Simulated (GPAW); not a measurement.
Here is a GPAW 26.7.0 calculation.

The input run.py:

```python
import numpy as np
from ase.dft.bandgap import bandgap
from ase.io import read, write
from ase.units import GPa
from gpaw import GPAW, PW
from gpaw.spinorbit import soc_eigenstates

atoms = read('POSCAR')

calc = GPAW(mode=PW(600),
            xc='MGGA_X_R4SCAN+MGGA_C_R2SCAN',
            kpts={'size': (6, 6, 6), 'gamma': True},
            occupations={'name': 'fermi-dirac', 'width': 0.05},
            nbands=19,
            convergence={'density': 1e-05, 'energy': 1e-05},
            maxiter=150,
            txt='gpaw.txt')
atoms.calc = calc
energy = atoms.get_potential_energy()
forces = atoms.get_forces()
stress = atoms.get_stress()
calc.write('gs.gpw')
write('result.traj', atoms)
print(f'Energy: {energy:.6f} eV')
print('Forces (eV/A):')
print(forces.round(4))
print('Stress (GPa):', (stress / GPa).round(3))
print('Fermi level:', round(calc.get_fermi_level(), 4), 'eV')
print(f'Gap: {bandgap(calc)[0]:.4f} eV, direct: {bandgap(calc, direct=True)[0]:.4f} eV')

path = atoms.cell.bandpath('GXWKGLUWLK,UX', npoints=100, eps=1e-4)
bs_calc = calc.fixed_density(kpts=path, symmetry='off', nbands=31,
                             convergence={'bands': 'CBM+6.0', 'eigenstates': 1e-6}, txt='bands.txt')
bs = bs_calc.band_structure()
bs.write('bs.json')
print(f'Gap on the path: {bandgap(bs_calc)[0]:.4f} eV')

soc = soc_eigenstates(bs_calc, theta=0, phi=0, ignore_xc_potential=True)
np.savetxt('soc_bands.dat', soc.eigenvalues(), fmt='%.4f')
mesh = soc_eigenstates('gs.gpw', theta=0, phi=0, ignore_xc_potential=True)
np.savetxt('soc_mesh.dat', mesh.eigenvalues(), fmt='%.4f')
print('Fermi level with spin-orbit coupling:', round(mesh.fermi_level, 4), 'eV')
```

Contents of POSCAR:

```
PbSe
1.0
    0.0000000000      3.0606500000      3.0606500000
    3.0606500000      0.0000000000      3.0606500000
    3.0606500000      3.0606500000      0.0000000000
Pb Se
1 1
Direct
    0.0000000000      0.0000000000      0.0000000000
    0.5000000000      0.5000000000      0.5000000000
```

Potentials or basis: GPAW PAW data sets (gpaw-data 1.2.1), pw.

Launch:

```bash
$ OMP_NUM_THREADS=1 python run.py
```

(1) What does it give for the pressure?

(2) Estimate the band gap along the path.

Answers

(1) 0.8 GPa.

(2) 0.20 eV, direct.

Caveat: spin-orbit coupling was added after a scalar SCF, so levels and gaps hold it while energy, forces, pressure and moments don't; this program's spin-orbit splittings come out too wide for heavy elements; the PAW data sets were made with another functional, which shifts forces and pressure a little.

**The experiment to reproduce.**

From a printed reference work, monograph, for a bulk crystal of PbSe at 300 K: band gap 0.28 eV (direct).

Measured gap of PbSe: 0.28 eV (direct; 300 K; a printed reference work, monograph). This calculation gives 0.12 eV (-0.16 eV). 2 values of this kind are on record (0.15 to 0.28 eV); this one was drawn at random. The value is that of r4SCAN on a finite k mesh, which can miss the band edges, without temperature or zero-point motion.
